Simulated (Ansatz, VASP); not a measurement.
One calculation of Hg, two programs

```xyz
3
Lattice="5.3261 0.0000 0.0000 -2.6631 4.6126 0.0000 0.0000 0.0000 3.1389" Properties=species:S:1:pos:R:3 pbc="T T T"
Hg    0.0000    3.0750    1.5695
Hg    0.0000    0.0000    0.0000
Hg    2.6631    1.5375    1.5695
```

Alike in both runs: functional PBE; dispersion D3(BJ); k mesh 9 × 9 × 14; occupations gaussian, width 0.1 eV; no spin polarisation.

Ansatz relaxed the structure, and its values are those at the end. VASP's run is a single point on that final structure, the one shown.

|  | VASP | Ansatz |
| --- | --- | --- |
| version | VASP 6.6.1 | Ansatz 0.2.0 |
| potentials or method | VASP PAW PBE potentials, release 64 (Hg) | scalar-relativistic, plane waves, PAW |
| plane-wave cutoff (eV) | 520 | 420 |
| valence electrons in the cell | 36 | 60 |

VASP gave:

| Property | Result |
| --- | --- |
| gap on the k mesh at the Fermi level (eV) | none |
| pressure (GPa) | 0.2 |

Task: Estimate Ansatz's values.

Result: gap on the k mesh at the Fermi level (eV): none; pressure (GPa): 0.0.

A gap of «none» marks a metal or a gap that the smearing closes. The two sets of potentials don't hold the same shells in valence.

Caveats: pairwise dispersion overbinds metals, which lowers pressure and volume. Spin-orbit coupling is left out, which matters for the levels of Hg.
